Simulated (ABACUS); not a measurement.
# KI (Fm-3m) in ABACUS: further runs, part 2 of 2

ABACUS 3.10.1.

## 3. Single point, rPW86PBE

The input, run_abacus.py:

```python
"""ABACUS run from a structure file: ASE reads it, the script writes STRU, KPT and INPUT."""
import re
import subprocess
from ase.io import read
from ase.units import Bohr

atoms = read("POSCAR")
atoms = atoms[(-atoms.numbers).argsort(kind="stable")]  # ABACUS lists atoms element by element
pseudo = {'I': '53_I_7_2.3_2.5_pbe_n_v1.0.upf', 'K': '19_K_9_2.2_2.7_pbe_n_v1.0.upf'}
orbital = {}
magmoms = None
kmesh = [6, 6, 6]
params = {
    'suffix': 'KI',
    'calculation': 'scf',
    'basis_type': 'pw',
    'pseudo_dir': './',
    'symmetry': 1,
    'dft_functional': 'GGA_X_RPW86+GGA_C_PBE',
    'ecutwfc': 74,
    'pseudo_rcut': 10,
    'nspin': 1,
    'nbands': 18,
    'ks_solver': 'dav',
    'smearing_method': 'fd',
    'smearing_sigma': 0.00367493,
    'scf_thr': 1e-08,
    'scf_nmax': 100,
    'mixing_type': 'broyden',
    'mixing_beta': 0.7,
    'cal_force': 1,
    'cal_stress': 1,
    'out_chg': 1,
    'kpar': 4,
}

symbols = atoms.get_chemical_symbols()
elements = list(dict.fromkeys(symbols))
lines = ["ATOMIC_SPECIES"] + [f"{e} {atoms.get_masses()[symbols.index(e)]:.4f} {pseudo[e]}" for e in elements]
if orbital:
    lines += ["", "NUMERICAL_ORBITAL"] + [orbital[e] for e in elements]
lines += ["", "LATTICE_CONSTANT", f"{1 / Bohr:.10f}", "", "LATTICE_VECTORS"]
lines += [" ".join(f"{x:.10f}" for x in v) for v in atoms.cell]
lines += ["", "ATOMIC_POSITIONS", "Direct"]
for e in elements:
    lines += ["", e, "0.0", str(symbols.count(e))]
    for i, p in enumerate(atoms.get_scaled_positions(wrap=False)):
        if symbols[i] == e:
            mag = "" if magmoms is None else " mag " + " ".join(str(x) for x in (magmoms[i] if isinstance(magmoms[i], list) else [magmoms[i]]))
            lines.append(" ".join(f"{x:.10f}" for x in p) + " 1 1 1" + mag)
open("STRU", "w").write("\n".join(lines) + "\n")
open("KPT", "w").write("K_POINTS\n0\nGamma\n%d %d %d 0 0 0\n" % tuple(kmesh))
open("INPUT", "w").write("INPUT_PARAMETERS\n" + "".join(f"{k:<20s}{v}\n" for k, v in params.items()))

done = subprocess.run(['mpirun', '-np', '4', 'abacus'])
if done.returncode:
    raise SystemExit(done.returncode)
log = open("OUT.KI/running_scf.log").read()
print("final energy (eV):", re.findall(r"FINAL_ETOT_IS (\S+)", log))
```

The input, POSCAR:

```
KI
1.0
    0.0000000000      3.5327750000      3.5327750000
    3.5327750000      0.0000000000      3.5327750000
    3.5327750000      3.5327750000      0.0000000000
I K
1 1
Direct
    0.5000000000      0.5000000000      0.5000000000
    0.0000000000      0.0000000000      0.0000000000
```

Potentials or basis: SPMS ONCV 1.0 PBE, plane waves.

Launch:

```bash
> OMP_NUM_THREADS=1 python run_abacus.py > log
```

running log:

```text
ABACUS v3.10.1

               Atomic-orbital Based Ab-initio Computation at UStc

 ------------------------------------------------------------------------------------

 READING GENERAL INFORMATION
                           global_out_dir = OUT.KI/
                           global_in_card = INPUT
                               pseudo_dir = ./
                              orbital_dir =
                                    DSIZE = 4
                                    GSIZE = 1

 READING UNITCELL INFORMATION
                                    ntype = 2
                  lattice constant (Bohr) = 1.88973
              lattice constant (Angstrom) = 1

 READING ATOM TYPE 1
                               atom label = I
                      L=0, number of zeta = 1
                      L=1, number of zeta = 1
                      L=2, number of zeta = 1
             number of atom for this type = 1

 READING ATOM TYPE 2
                               atom label = K
                      L=0, number of zeta = 1
                      L=1, number of zeta = 1
                      L=2, number of zeta = 1
             number of atom for this type = 1

                        TOTAL ATOM NUMBER = 2
DIRECT COORDINATES
    atom                   x                   y                   z     mag                  vx                  vy                  vz
taud_I1            0.5000000000        0.5000000000        0.5000000000  0.0000        0.0000000000        0.0000000000        0.0000000000
taud_K1            0.0000000000        0.0000000000        0.0000000000  0.0000        0.0000000000        0.0000000000        0.0000000000

                          Volume (Bohr^3) = 595.079
                             Volume (A^3) = 88.1815

 Lattice vectors: (Cartesian coordinate: in unit of a_0)
                   +0            +3.53277            +3.53277
             +3.53277                  +0            +3.53277
             +3.53277            +3.53277                  +0
 Reciprocal vectors: (Cartesian coordinate: in unit of 2 pi/a_0)
            -0.141532           +0.141532           +0.141532
            +0.141532           -0.141532           +0.141532
            +0.141532           +0.141532           -0.141532
 The esolver type has been set to : ksdft_pw
[... 205 lines left out ...]
 SELF-CONSISTENT
 -------------------------------------------
                                 init_chg = atomic

 PW ALGORITHM --------------- ION=   1  ELEC=   1--------------------------------

 Notice: Threshold on eigenvalues was too large.
 hsover_error=0.16 > DRHO=0.0318277
 Origin diag ethr = 0.01
 New diag ethr = 0.000198923

 Density error is 0.0313570683397
                          Error Threshold = 0.000198923216376
----------------------------------------------------------
     Energy           Rydberg                 eV
----------------------------------------------------------
 E_KohnSham     -86.0488572001       -1170.7547643090
 E_Harris       -86.1252549448       -1171.7942089515
 E_Fermi        0.2849832676         3.8773962734
----------------------------------------------------------
[... 51 lines left out ...]
 Density error is 4.9055624103e-09
                          Error Threshold = 4.21623114967e-10
----------------------------------------------------------
     Energy           Rydberg                 eV
----------------------------------------------------------
 E_KohnSham     -86.0546335808       -1170.8333560016
 E_KS(sigma->0) -86.0546335808       -1170.8333560016
 E_Harris       -86.0543449362       -1170.8294287901
 E_band         -9.6943877440        -131.8989119401
 E_one_elec     -29.2637270259       -398.1534322684
 E_Hartree      18.9306618528        257.5648681092
 E_xc           -20.7978928460       -282.9698490996
 E_Ewald        -54.9236755617       -747.2749427428
 E_entropy(-TS) -0.0000000000        -0.0000000000
 E_descf        0.0000000000         0.0000000000
 E_exx          0.0000000000         0.0000000000
 E_Fermi        0.2766365085         3.7638327898
----------------------------------------------------------

 charge density convergence is achieved
 final etot is -1170.833356 eV
 EFERMI = 3.7638327898 eV

 STATE ENERGY(eV) AND OCCUPATIONS    NSPIN == 1
 1/4 kpoint (Cartesian) = 0.0000 0.0000 0.0000 (6375 pws)
       1       -27.2005     0.00925926
       2       -10.6468     0.00925926
       3       -10.6468     0.00925926
       4       -10.6468     0.00925926
       5       -9.20649     0.00925926
       6        1.35263     0.00925926
[... 59 lines left out ...]
       6      0.0106799      0.0370370
[... 10 lines left out ...]
      17        11.3748    2.89089e-68
      18        12.8719    2.86454e-81

------------------------------------------------------------------------------------------
 TOTAL-FORCE (eV/Angstrom)
------------------------------------------------------------------------------------------
                        I1         0.0000000000         0.0000000000         0.0000000000
                        K1         0.0000000000         0.0000000000         0.0000000000
------------------------------------------------------------------------------------------

----------------------------------------------------------------
 TOTAL-STRESS (KBAR)
----------------------------------------------------------------
         6.3868855866        -0.0000000000         0.0000000000
        -0.0000000000         6.3868855866         0.0000000000
        -0.0000000000         0.0000000000         6.3868855866
----------------------------------------------------------------
 TOTAL-PRESSURE: 6.386886 KBAR

 --------------------------------------------
 !FINAL_ETOT_IS -1170.8333560016319552 eV
 --------------------------------------------
```

Run time: 20 s. Hardware: 4 MPI ranks of Intel Xeon Platinum 8259CL at 2.50GHz (Skylake/Cascade Lake), shared host; peak memory 0.48 GiB.

Results:

- Free energy: -1170.8334 eV
- Pressure: 0.6 GPa
- Band gap on the k mesh: 3.82 eV, direct

Caveat: the potentials were made for another functional, which shifts forces and pressure; spin-orbit coupling is left out, which moves the levels of the heavy elements.

## 4. Comparison with measurements

Step 2. A measured gap of KI is 6.32 eV (a printed reference work, monograph); the calculated 3.82 eV misses it by -2.50 eV. Spin-orbit coupling on I is left out. The value is that of PBEsol, without temperature or zero-point motion. Semilocal functionals fall short of measured gaps as a rule.

Step 3. Against the measured gap of KI, 6.32 eV (a printed reference work, monograph), the calculated 3.82 eV is off by -2.50 eV. Spin-orbit coupling on I is left out. The value is that of rPW86PBE, without temperature or zero-point motion.
